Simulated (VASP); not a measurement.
# Pr (Fm-3m) in VASP: further runs

The runs below take Pr through single point, electron localisation function, with PBE+D3, TPSS, PBE.

Program: VASP 6.6.1. These are calculated values, not measurements. Logs are shortened: lines on timing, memory, paths and dates and some standing lists are left out, and cuts for length are marked.

## (1) Starting point

The structure is cubic, space group Fm-3m (No. 225). The conventional cell has a = 5.161 Å, b = 5.161 Å, c = 5.161 Å, α = 90.00°, β = 90.00°, γ = 90.00°. Around Pr (site symmetry m-3m) lie 12 Pr at 3.65 Å.

This isn't the form of Pr at room conditions, which is double hcp.

## (2) Single point, PBE+D3, collinear spin, random start (cell strained at random at fixed volume)

Contents of run.py:

```python
from ase import Atoms
from ase.calculators.vasp import Vasp
from ase.dft.bandgap import bandgap

atoms = Atoms(
    ['Pr'],
    cell=[[-0.029876, 2.525506, 2.606659], [2.549352, -0.058176, 2.63496], [2.522767, 2.527222, -0.031591]],
    scaled_positions=[[0.0, 0.0, 0.0]],
    pbc=True,
)
atoms.set_initial_magnetic_moments([0.66])
calc = Vasp(
    directory='calc',
    xc='pbe',
    pp='PBE',
    setups='recommended',
    prec='Accurate',
    encut=520,
    ediff=1e-06,
    ismear=1,
    sigma=0.1,
    lreal=False,
    lasph=True,
    nelm=100,
    algo='Fast',
    isif=2,
    lwave=False,
    lcharg=False,
    ispin=2,
    lorbit=11,
    lmaxmix=6,
    ivdw=11,
    kpts=[9, 9, 9],
    gamma=True,
    nelect=10.5,
)
atoms.calc = calc

print('energy (eV):', atoms.get_potential_energy())
print('free energy (eV):', atoms.get_potential_energy(force_consistent=True))
print('forces (eV/A):')
print(atoms.get_forces())
print('stress (eV/A^3, Voigt):', atoms.get_stress())
print('Fermi level (eV):', calc.get_fermi_level())
print('moment (muB):', atoms.get_magnetic_moment())
print('site moments (muB):', atoms.get_magnetic_moments())
gap, top, bottom = bandgap(calc)
print('band gap (eV):', gap, 'from (spin, k, band)', top, 'to', bottom)
```

Potentials or basis: VASP PAW PBE potentials, release 64 (Pr_3), 4f in core.

On the command line:

```console
> python run.py
```

What it wrote:

```text
energy (eV): -6.89923065
free energy (eV): -6.89902774
forces (eV/A):
[[0. 0. 0.]]
stress (eV/A^3, Voigt): [ 0.07873394  0.07910084  0.08476409 -0.00503836 -0.00029833 -0.00475915]
Fermi level (eV): 3.73435824
moment (muB): -0.0001665
site moments (muB): [-0.]
band gap (eV): 0.0 from (spin, k, band) (None, None, None) to (None, None, None)
```

OUTCAR:

```text
ENCUT = 520.000000
   NELECT = 10.500000
   EDIFF = 1.00e-06
   GGA = PE
   PREC = Accurate
   ISIF = 2
   ISMEAR = 1
   ISPIN = 2
   LORBIT = 11
   NELM = 100
   IVDW = 11
   LASPH = .TRUE.
   LREAL = .FALSE.
 IVDW          = 11

 ion  position               nearest neighbor table
   1  0.000  0.000  0.000-

  Warning from LATTYP: Got some problem with cell dimensions!
  Tried to take original basis but could not verify dimensions!
  LATTYP: Found a triclinic cell.
 ALAT       =     3.6295653009
 B/A-ratio  =     1.0058614249
 C/A-ratio  =     0.9838706009
 COS(alpha) =     0.0018133271
 COS(beta)  =     0.4802617430
 COS(gamma) =     0.4926729662

  Lattice vectors:

 A1 = (   0.0298760000,  -2.5255060000,  -2.6066590000)
 A2 = (   2.5792280000,  -2.5836820000,   0.0283010000)
 A3 = (  -2.5227670000,  -2.5272220000,   0.0315910000)

Analysis of symmetry for initial positions (statically):
=====================================================================
 Subroutine PRICEL returns:
 Original cell was already a primitive cell.

 Routine SETGRP: Setting up the symmetry group for a
 triclinic supercell.

 Subroutine GETGRP returns: Found  2 space group operations
 (whereof  2 operations were pure point group operations)
 out of a pool of  2 trial point group operations.

The static configuration has the point symmetry S_2 .

Analysis of symmetry for dynamics (positions and initial velocities):
=====================================================================
 Subroutine PRICEL returns:
 Original cell was already a primitive cell.

 Routine SETGRP: Setting up the symmetry group for a
 triclinic supercell.

 Subroutine GETGRP returns: Found  2 space group operations
 (whereof  2 operations were pure point group operations)
 out of a pool of  2 trial point group operations.

The dynamic configuration has the point symmetry S_2 .

Analysis of structural, dynamic, and magnetic symmetry:
=====================================================================
 Subroutine PRICEL returns:
 Original cell was already a primitive cell.

 Routine SETGRP: Setting up the symmetry group for a
 triclinic supercell.

 Subroutine GETGRP returns: Found  2 space group operations
 (whereof  2 operations were pure point group operations)
 out of a pool of  2 trial point group operations.

The overall configuration has the point symmetry S_2 .

 Subroutine INISYM returns: Found  2 space group operations
 (whereof  2 operations are pure point group operations),
 and found     1 'primitive' translations

----------------------------------------------------------------------------------------

                                     Primitive cell

  volume of cell :      34.3670

  direct lattice vectors                    reciprocal lattice vectors
    -0.029876000  2.525506000  2.606659000    -0.193711708  0.195767042  0.191740396
     2.549352000 -0.058176000  2.634960000     0.194005542 -0.191318670  0.187585932
     2.522767000  2.527222000 -0.031591000     0.198046134  0.195653174 -0.187292023

  length of vectors
     3.629565301  3.666823458  3.571022594     0.335579112  0.330801248  0.335530532

  position of ions in fractional coordinates (direct lattice)
     0.000000000  0.000000000  0.000000000

  ion indices of the primitive-cell ions
   primitive index   ion index
                 1           1

----------------------------------------------------------------------------------------

 KPOINTS: KPOINTS created by Atomic Simulation Env

Automatic generation of k-mesh.
 Grid dimensions read from file:
 generate k-points for:    9    9    9

 Generating k-lattice:

  Cartesian coordinates                     Fractional coordinates (reciprocal lattice)
[... 88 lines left out ...]
   IVDW    =    11    specifies the selected vdW correction
   LEPSILON=     F    determine dielectric tensor
   LRPA    =     F    only Hartree local field effects (RPA)
 spin polarized calculation
 RMM-DIIS sequential band-by-band and
 Methfessel and Paxton  Order N= 1 SIGMA  =   0.10
  energy-cutoff  :      520.00
  volume of cell :       34.37
 maximum number of plane-waves:       944
   NGX = 13   NGY = 13   NGZ = 13

 number of electron      10.5000000 magnetization       0.0051968

 number of electron      10.5000000 magnetization      -0.0001665

 Free energy of the ion-electron system (eV)
  ---------------------------------------------------
  ext. energy  EPLUGINS =         0.00000000
  ---------------------------------------------------
  free energy    TOTEN  =        -6.59268502 eV

  energy without entropy =       -6.59329375  energy(sigma->0) =       -6.59288793

 E-fermi :   3.7344     XC(G=0):  -9.5084

 val. band max:        3.7311255020   @ k =  -0.2222  -0.4444   0.1111
 cond. band min:       3.7349207099   @ k =  -0.2222   0.1111   0.3333
 fundamental gap:      0.0037952079
 Fermi energy:         3.7343582399

 spin component 1

 k-point     1 :       0.0000    0.0000    0.0000
  band No.  band energies     occupation
      1     -32.4705      1.00000
      2     -13.8218      1.00000
      3     -13.7973      1.00000
      4     -13.7649      1.00000
      5       0.4659      1.00000
      6       5.1953     -0.00000
      7       5.4535     -0.00000
      8       5.7378      0.00000
      9       7.6325      0.00000
[... 265 lines left out ...]
 k-point    24 :       0.0000    0.3333    0.0000
  band No.  band energies     occupation
      1     -32.3602      1.00000
      2     -14.7265      1.00000
      3     -13.9151      1.00000
      4     -13.8613      1.00000
      5       2.1245      1.00000
      6       5.1317     -0.00000
      7       5.3395     -0.00000
      8       5.8400      0.00000
      9       8.6174      0.00000

 [... further k-points ...]

 spin component 2

 k-point     1 :       0.0000    0.0000    0.0000
  band No.  band energies     occupation
      1     -32.4705      1.00000
      2     -13.8219      1.00000
      3     -13.7974      1.00000
      4     -13.7649      1.00000
      5       0.4658      1.00000
      6       5.1952     -0.00000
      7       5.4534     -0.00000
      8       5.7377      0.00000
      9       7.6393      0.00000
[... 265 lines left out ...]
 k-point    24 :       0.0000    0.3333    0.0000
  band No.  band energies     occupation
      1     -32.3602      1.00000
      2     -14.7266      1.00000
      3     -13.9151      1.00000
      4     -13.8613      1.00000
      5       2.1243      1.00000
      6       5.1315     -0.00000
      7       5.3395     -0.00000
      8       5.8400      0.00000
      9       8.5940      0.00000

 [... further k-points ...]

------------------------ aborting loop because EDIFF is reached ----------------------------------------

 total charge

# of ion       s       p       d       tot
------------------------------------------
    1        2.124   5.691   0.811   8.626

 magnetization (x)

# of ion       s       p       d       tot
------------------------------------------
    1        0.000  -0.000  -0.000  -0.000

 ---------------------------------------------------------------------------------------------

         DFTD3 V3.0 Rev 1
 DF pbe
 parameters
 rs18     =    1.0000
 alpha6   =   14.0000
 alpha8   =   16.0000
 k1-k3    =   16.0000    1.3333   -4.0000
 Edisp (eV)   -0.30634

 E6    (eV) :    -0.1044
 E8    (eV) :    -0.2020
 % E8        : 65.93

  FORCE on cell =-STRESS in cart. coord.  units (eV):
  Direction    XX          YY          ZZ          XY          YZ          ZX
  --------------------------------------------------------------------------------------
  -------------------------------------------------------------------------------------
  Total      -2.70585    -2.71846    -2.91309     0.16356     0.17315     0.01025
  in kB    -126.14568  -126.73352  -135.80705     7.62500     8.07234     0.47797
  external pressure =     -129.56 kB  Pullay stress =        0.00 kB

 VOLUME and BASIS-vectors are now :
 -----------------------------------------------------------------------------
  energy-cutoff  :      520.00
  volume of cell :       34.37
      direct lattice vectors                 reciprocal lattice vectors
    -0.029876000  2.525506000  2.606659000    -0.193711708  0.195767042  0.191740396
     2.549352000 -0.058176000  2.634960000     0.194005542 -0.191318670  0.187585932
     2.522767000  2.527222000 -0.031591000     0.198046134  0.195653174 -0.187292023

  length of vectors
     3.629565301  3.666823458  3.571022594     0.335579112  0.330801248  0.335530532

 FORCES acting on ions
    electron-ion (+dipol)            ewald-force                    non-local-force                 convergence-correction
 -----------------------------------------------------------------------------------------------
   0.424E-16 -.598E-15 -.255E-15   0.630E-15 0.766E-15 -.105E-14   -.847E-21 0.000E+00 -.721E-21   -.217E-14 -.154E-13 -.402E-14
 -----------------------------------------------------------------------------------------------
   0.424E-16 -.598E-15 -.255E-15   0.630E-15 0.766E-15 -.105E-14   -.847E-21 0.000E+00 -.721E-21   -.217E-14 -.154E-13 -.402E-14

 POSITION                                       TOTAL-FORCE (eV/Angst)
 -----------------------------------------------------------------------------------
      0.00000      0.00000      0.00000         0.000000      0.000000      0.000000
 -----------------------------------------------------------------------------------
    total drift:                               -0.000000     -0.000000     -0.000000

--------------------------------------------------------------------------------------------------------

  FREE ENERGIE OF THE ION-ELECTRON SYSTEM (eV)
  ---------------------------------------------------
  free  energy   TOTEN  =        -6.8990277384 eV

  energy  without entropy=       -6.8996364689  energy(sigma->0) =       -6.89923065

--------------------------------------------------------------------------------------------------------

--------------------------------------------------------------------------------------------------------

 total charge

# of ion       s       p       d       tot
------------------------------------------
    1        2.124   5.691   0.811   8.626

 magnetization (x)

# of ion       s       p       d       tot
------------------------------------------
    1        0.000  -0.000  -0.000  -0.000

=======================================================================
```

INCAR:

```text
ENCUT = 520.000000
NELECT = 10.500000
SIGMA = 0.100000
EDIFF = 1.00e-06
ALGO = Fast
GGA = PE
PREC = Accurate
ISIF = 2
ISMEAR = 1
ISPIN = 2
LMAXMIX = 6
LORBIT = 11
NELM = 100
IVDW = 11
LASPH = .TRUE.
LCHARG = .FALSE.
LWAVE = .FALSE.
LREAL = .FALSE.
MAGMOM = 1*0.6600
```

It took 2.9 min on 1 thread of Intel Xeon Platinum 8488C (Sapphire Rapids), shared host; peak memory 0.33 GiB.

The run converged, but some of its settings lie outside the range that counts as converged (typed here: ISMEAR = 1; SIGMA = 0.1; NELECT = 10.500000), so its numbers aren't taken as properties of the crystal.

Results:

- Free energy: -6.8990 eV
- Band gap on the k mesh: none (metal or under the smearing width)
- Net moment: 0.00 μB per cell
- Valence electrons inside the program's atomic spheres: Pr 8.63
- Dispersion energy per atom: -0.306 eV

Caveat: the cell is charged against a uniform background, so pressure and absolute levels hang on convention; the magnetic or orbital state may not be the lowest; spin-orbit coupling is left out, which moves the levels of the heavy elements; the 4f electrons are frozen in the core as for a trivalent ion, so they carry no moment and show no levels; pairwise dispersion overbinds metals, which lowers pressure and volume.

[end of part 1 of 2]
